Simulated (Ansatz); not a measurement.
## Two-dimensional strain map in InAs

Computed with DFT PBEsol, scalar-relativistic, plane waves, PAW in Ansatz 0.2.0. The runs took a 420 eV cutoff, a Γ-centred 18×18×18 mesh and Gaussian smearing (0.15 eV). No spin polarisation. Energies are free energies at this smearing, counted from the undisturbed cell; pressure is positive in compression.

The undisturbed cell (relaxed at this level; this rock-salt form isn't the usual structure):

```xyz
2
Lattice="0.0000 2.8265 2.8265 2.8265 0.0000 2.8265 2.8265 2.8265 0.0000" Properties=species:S:1:pos:R:3 pbc="T T T"
In    2.8265    2.8265    2.8265
As    0.0000    0.0000    0.0000
```

The cell is strained by p along both x and y and by q along z, fractional coordinates fixed. Points are written (p, q).

Energy above the undisturbed cell in meV/atom (a dash: not computed):

| p \ q | -0.080 | 0.000 | 0.080 |
| --- | --- | --- | --- |
| -0.080 | 397.9 | 223.2 | 206.5 |
| 0.000 | 93.5 | 0.0 | 48.6 |
| 0.080 | 156.0 | 121.6 | – |

Pressure in GPa:

```csv
p \ q,-0.080,0.000,0.080
-0.080,32.5,19.3,12.4
0.000,8.6,0.0,-3.9
0.080,-0.8,-7.0,–
```

Cost: 8 runs of about 6 core-minutes in all, on Intel Xeon Processor @ 2.50GHz (Skylake/Cascade Lake) (shared hosts).